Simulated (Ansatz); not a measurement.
## Work function of K(100): what the settings cost and change: cost of one run

Ansatz 0.2.0; plane-wave DFT, PBE, Ansatz PAW. The cell holds 7 atoms.

input.yaml reads:

```yaml
crystal:
  lattice:
    - [5.23, 0.0, 0.0]
    - [0.0, 5.23, 0.0]
    - [0.0, 0.0, 33.69]
  atoms:
    - { symbol: K, position: [0.0, 0.0, 0.267141585] }
    - { symbol: K, position: [0.5, 0.5, 0.3447610567] }
    - { symbol: K, position: [0.0, 0.0, 0.4223805283] }
    - { symbol: K, position: [0.5, 0.5, 0.5] }
    - { symbol: K, position: [0.0, 0.0, 0.5776194717] }
    - { symbol: K, position: [0.5, 0.5, 0.6552389433] }
    - { symbol: K, position: [0.0, 0.0, 0.732858415] }
kpoints:
  mp_grid: { grid: [8, 8, 1] }
hamiltonian:
  xc: pbe
scf:
  occupations: { method: fermi_dirac, width: 0.3 }
  convergence: { dr2_threshold: 1.0e-09 }
efield:
  axis: 3
  dipole_correction: true
  ramp_position: 0.97
  ramp_width: 0.06
output:
  write_potential: true
  write_density: true
  volumetric_format: npy
```

Command:

```console
$ ansatz run input.yaml --threads 2 --pin off --max-ram 3072MiB --backend cpu --events-out ev --progress --plain --runs-dir out
```

For reference, a run of the same kind (7 atoms, 15 k-points, 39 bands and 5,893 plane waves; 9 SCF cycles) took 26 s and 0.52 GiB on the same hardware.

**Question.** How long does this run take on 2 threads of Arm Neoverse N1, shared host, and how much memory does it need?

At two electrons a band, the 63 electrons need 32 bands, and 18 more are carried. The run has 15 k-points, 50 bands and 18,073 plane waves. Taking the work of a cycle as k-points × spins × bands × plane waves, that is 3.9 times the reference, or 1.7 min at the reference's 9 cycles. The run needed as many. One copy of the wavefunctions takes 0.2 GiB at 16 bytes a coefficient, against 0.051 GiB in the reference; grids, projectors and work arrays come on top. Measured: about 92 s, with a peak of 1.3 GiB. The estimate holds within 25 %.

[Logs are printed without paths, hosts, clocks, repeated set-up lines and the standing remarks that a program may print on its own settings, such as how far it seeks lower states.]

[Hosts, paths, dates, database ids (printed as entryN), source tags and the programs' standing remarks are cut or masked in the printed files.]

[Maps of the electrostatic potential energy from Ansatz leave out the sawtooth potential of an applied field or a dipole correction, so their vacuum need not be flat; planar profiles and work functions include it.]
